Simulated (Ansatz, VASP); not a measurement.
# SiC in VASP and in Ansatz

The input INCAR:

```
PREC     = Accurate       # precision mode
ENCUT    = 600            # plane-wave cutoff, eV
EDIFF    = 1E-7           # SCF threshold, eV
ISMEAR   = 0              # smearing method
SIGMA    = 0.02           # smearing width, eV
LREAL    = False          # projectors in reciprocal space
LASPH    = True           # aspherical terms in the spheres
NELM     = 100            # most SCF steps
ALGO     = Normal         # electronic algorithm
ISIF     = 3              # what is computed and relaxed
LWAVE    = False          # write WAVECAR
LCHARG   = False          # write CHGCAR
GGA      = PE             # functional
IBRION   = 2              # ionic algorithm
NSW      = 100            # ionic steps
EDIFFG   = -0.01          # ionic threshold
```

The input KPOINTS:

```
regular mesh
0
Gamma
  12 12 6
```

The input POSCAR:

```
SiC
1.0
    3.0961682432      0.0000000000      0.0000000000
   -1.5480841216      2.6813603530      0.0000000000
    0.0000000000      0.0000000000      4.6371672645
Si C
1 1
Direct
    0.3333333333      0.6666666667      0.0000000000
    0.6666666667      0.3333333333      0.0000000000
```

Input for Ansatz:

```yaml
crystal:
  lattice:
    - [3.0961682432, 0.0, 0.0]
    - [-1.5480841216, 2.681360353, 0.0]
    - [0.0, 0.0, 4.6371672645]
  atoms:
    - { symbol: Si, position: [0.3333333333, 0.6666666667, 0.0] }
    - { symbol: C, position: [0.6666666667, 0.3333333333, 0.0] }
basis:
  ecutwfc: 420
kpoints:
  mp_grid: { grid: [12, 12, 6] }
hamiltonian:
  xc: pbe
scf:
  occupations: { method: gaussian, width: 0.02 }
output:
  forces: true
  stress: true
  eigenvalues: true
  write_density: true
  write_potential: true
  elf: true
  volumetric_format: npy
relax:
  adjacent_minimum: "off"
  f_tol: 0.01
  max_steps: 80
  cell: { stress_tol: 0.05 }
```

Alike in both runs: task relaxation of cell and atoms; functional PBE; k mesh 12 × 12 × 6; occupations gaussian, width 0.02 eV; no spin polarisation.

```csv
,VASP,Ansatz
version,VASP 6.6.1,Ansatz 0.2.0
potentials or method,"VASP PAW PBE potentials, release 64 (Si, C)","scalar-relativistic, plane waves, PAW"
plane-wave cutoff (eV),600,420
valence electrons in the cell,8,8
```

Ansatz gave:

| Item | Value |
| --- | --- |
| gap on the k mesh at the Fermi level, each at its own relaxed structure (eV) | 2.16 |
| relaxed volume (Å³/atom) | 20.81 |
| relaxed cell length with the largest relative difference (Å) | 5.012 |
| energy change over the relaxation (meV/atom) | -1 |

What did VASP give for the same quantities?

gap on the k mesh at the Fermi level, each at its own relaxed structure (eV): 2.07; relaxed volume (Å³/atom): 20.15; relaxed cell length with the largest relative difference (Å): 4.855; energy change over the relaxation (meV/atom): 0.

Caveats: this functional lacks dispersion, which binds the layers, so the pressure and a relaxed spacing across them are unreliable. A k mesh can miss the band edges.
